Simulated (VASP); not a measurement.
**Results of a VASP single-point calculation on GaN (strained rocksalt)**

POSCAR

```
Ga N
 1.0000000000000000
     0.0000000000000000    2.1506855389999999    2.0694121833999999
     2.1506855389999999    0.0000000000000000    2.0694121833999999
     2.1506855389999999    2.1506855389999999    0.0000000000000000
 Ga  N
   1   1
Cartesian
  0.0000000000000000  0.0000000000000000  0.0000000000000000
  2.1506855389999995  2.1506855389999995  2.0694121833999994
```

```yaml
gap_between_bands_v_and_c: 0.76 eV
least_direct_gap: 3.03 eV
```

Band v is the last that the valence electrons fill when counted band by band, and c is the next. Levels in eV from the top of v:

```
point    v−1      v     c    c+1
    Γ  -0.42  -0.42  2.61  15.25
    X  -3.29  -2.74  1.13   8.62
    K  -5.64  -2.34  3.30   9.45
    L  -0.30  -0.12  5.23   9.31
    W  -5.41  -4.42  5.33  10.28
```

Problem. Which of these levels of theory gave these results?
A. PBE0
B. PBEsol
C. r²SCAN
D. HSE06
E. PBE with spin–orbit coupling
F. PBE
G. LDA

Solution. C.

The INCAR was:

```
SIGMA = 0.01
NBANDS = 16
IBRION = -1
ALGO = Normal
PREC = Accurate
NSW = 0
EDIFF = 1E-7
ENCUT = 520
LCHARG = .TRUE.
LASPH = .TRUE.
LREAL = .FALSE.
NELM = 120
LWAVE = .FALSE.
METAGGA = R2SCAN
ISMEAR = 0
ISIF = 2
LELF = .TRUE.
```
